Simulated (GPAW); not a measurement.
Crystal: HfB2.

```xyz
3
Lattice="3.1400 0.0000 0.0000 -1.5700 2.7193 0.0000 0.0000 0.0000 3.4800" Properties=species:S:1:pos:R:3 pbc="T T T"
Hf    0.0000    0.0000    0.0000
B     1.5700    0.9064    1.7400
B     0.0000    1.8129    1.7400
```

* Program: GPAW 26.7.0
* Task: relaxation of cell and atoms
* Functional: PBEsol
* Dispersion: D3(BJ)
* Potentials or basis: PAW data sets generated in the run's folder for this functional
* Cutoff: 800 eV
* Basis: pw
* k mesh: 7 × 7 × 6
* Occupations: fermi-dirac, width 0.05 eV
* Spin: no spin polarisation

At the start: pressure -9.2 GPa; volume 9.90 Å³/atom.

Problem. How do energy, volume and symmetry change on relaxing?

Solution. Over 7 steps the energy falls by 10.1 meV/atom and the volume is 9.56 Å³/atom (-3.5 %); space group P6/mmm (No. 191, to 0.05 Å).

Step by step:
```csv
step,energy change (eV),largest force (eV/Å),pressure (GPa),volume (Å³)
1,0.0000,0.0000,-9.15,29.71
2,-0.0120,0.0000,-7.18,29.48
3,-0.0297,0.0000,0.33,28.64
4,-0.0298,0.0000,0.06,28.67
5,-0.0301,0.0000,-0.25,28.70
6,-0.0302,0.0000,-0.24,28.69
7,-0.0302,0.0000,-0.08,28.68
```

Final structure:
```cif
data_structure
_symmetry_space_group_name_H-M 'P 1'
_symmetry_Int_Tables_number 1
_cell_length_a 3.1099
_cell_length_b 3.1099
_cell_length_c 3.4236
_cell_angle_alpha 90.000
_cell_angle_beta 90.000
_cell_angle_gamma 120.000
_cell_volume 28.68
loop_
_atom_site_label
_atom_site_type_symbol
_atom_site_fract_x
_atom_site_fract_y
_atom_site_fract_z
_atom_site_occupancy
Hf1 Hf 0.00000 0.00000 0.00000 1
B1 B 0.66667 0.33333 0.50000 1
B2 B 0.33333 0.66667 0.50000 1
```

Caveat: later steps reuse the first step's grids; pairwise dispersion overbinds metals, which lowers pressure and volume.
